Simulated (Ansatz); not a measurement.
Results of PBE+SOC (plane waves, PAW; Ansatz, a first-principles code) for fluorite SrF₂.

Settings: plane-wave cutoff 520 eV, 10×10×10 k mesh, Fermi–Dirac smearing 0.01 eV, PAW data made under PBE.

Cell (measured lattice):

```xyz
3
Lattice="-2.8998 -2.8998 0.0000 -2.8998 0.0000 -2.8998 0.0000 -2.8998 -2.8998" Properties=species:S:1:pos:R:3 pbc="T T T"
Sr     0.0000     0.0000     0.0000
F     -1.4499    -1.4499    -1.4499
F     -4.3497    -4.3497    -4.3497
```

Give the computed band gap and smallest direct gap on the k points sampled.


* **band gap**: 6.95 eV (indirect)
* **smallest direct gap on the k points sampled**: 7.02 eV

Measured, for comparison: band gap 11.1 eV (temperature not stated, not corrected to a static lattice; as tabulated in Aguado et al. (1999), arXiv:cond-mat/9901145). Computed (rounded) less measured: band gap -4.15 eV.

Note: cell and atoms aren't relaxed at this level (pressure 2.1 GPa).

Static lattice: no zero-point or thermal effects.

Cost on a shared machine: around 40 core-seconds (rough).
